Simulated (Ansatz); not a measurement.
# Si: the cost of one run

Program: Ansatz 0.2.0. Level of theory: DFT LDA, scalar-relativistic, plane waves, PAW. These are calculated values, not measurements.

## 1. The structure to begin with

Symmetry: I4/mmm, No. 139, tetragonal system. The conventional cell has a = 6.651 Å, b = 6.651 Å, c = 3.845 Å, α = 90.00°, β = 90.00°, γ = 90.00°. Si (site symmetry m2m) has 4 Si at 2.34 to 2.38 Å in its first shell of neighbours.

As a file:

```xyz
4
Lattice="-3.3254 3.3254 1.9224 3.3254 -3.3254 1.9224 3.3254 3.3254 -1.9224" Properties=species:S:1:pos:R:3 pbc="T T T"
Si    1.1892    1.1892    0.0000
Si    2.1363    2.1363    1.9224
Si    2.1363   -2.1363    1.9224
Si   -2.1363    2.1363    1.9224
```

It goes back to an entry of the Materials Project, which need not be the stable form.

The cell is taken as given, not relaxed at this level.

## 2. Zero of energy

The reference gives a free energy of -2434.1268 eV, pressure -1.85 GPa, largest force 0.024 eV/Å and gap on the mesh 0.15 eV. It was computed beforehand with the settings of the runs below.

## 3. Setting up a tetragonal deformation path

At fixed volume and fractional coordinates, lengths along (0.000, 0.000, 1.000) are scaled against those across it; ρ is that ratio over its starting value.

## 4. Point ρ = 0.850

input.yaml reads:

```yaml
crystal:
  lattice:
    - [-3.5105624357, 3.5105624357, 1.7249895509]
    - [3.5105624357, -3.5105624357, 1.7249895509]
    - [3.5105624357, 3.5105624357, -1.7249895509]
  atoms:
    - { symbol: Si, position: [0.17880106, 0.17880106, 0.35760212] }
    - { symbol: Si, position: [0.82119894, 0.82119894, 0.64239788] }
    - { symbol: Si, position: [0.17880106, 0.82119894, 0.0] }
    - { symbol: Si, position: [0.82119894, 0.17880106, 0.0] }
basis:
  ecutwfc: 420
kpoints:
  mp_grid: { grid: [12, 12, 12] }
hamiltonian:
  xc: lda
scf:
  occupations: { method: gaussian, width: 0.03 }
output:
  forces: true
  stress: true
  eigenvalues: true
```

Launch:

```console
$ ansatz run input.yaml --threads 1 --pin off --max-ram 2560MiB --backend cpu --events-out ev --progress --plain --runs-dir out
```

**Question.** How long does this run take on 1 thread of Intel Xeon 6975P-C (Granite Rapids), shared host, and how much memory does it need?

About 4.8 s, with a peak of 0.45 GiB.
